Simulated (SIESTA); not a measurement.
Runs of SIESTA 5.4.2 on LiF (Griceite). Symmetry: Fm-3m, No. 225, cubic system. The conventional cell has a = 4.028 Å, b = 4.028 Å, c = 4.028 Å, α = 90.00°, β = 90.00°, γ = 90.00°. Around F (site symmetry m-3m) lie 6 Li at 2.01 Å. Li (site symmetry m-3m) is surrounded by 6 F at 2.01 Å. 

```tsv
task	level	potentials or basis	gap on the mesh (eV)	pressure (GPa)
band structure	LDA	PseudoDojo 0.4 standard (LDA files), DZP (energy shift 0.003 Ry; two zetas on semicore shells)	8.82	(b)
band structure	vdW-DF-cx	PseudoDojo 0.4 standard (PBE files), DZP (energy shift 0.003 Ry; two zetas on semicore shells)	9.11	2.2
band structure	PBEsol	PseudoDojo 0.4 standard (PBEsol files), DZP (energy shift 0.003 Ry; two zetas on semicore shells)	(a)	-0.8
band structure	BLYP	PseudoDojo 0.4 standard (PBE files), DZP (energy shift 0.003 Ry; two zetas on semicore shells)	9.18	4.4
```

Alike in all rows: no spin polarisation; cell as given; k mesh 11 × 11 × 11; smearing fermi-dirac 0.05 eV; grid cutoff 800 Ry; energy shift 0.003 Ry.

Question: Estimate the missing entries.

Answer: (a) 8.87; (b) -6.0.

Caveats: the basis of atomic orbitals isn't converged, which shifts pressures, moduli and gaps; the potentials were made for another functional, which shifts forces and pressure (some runs).

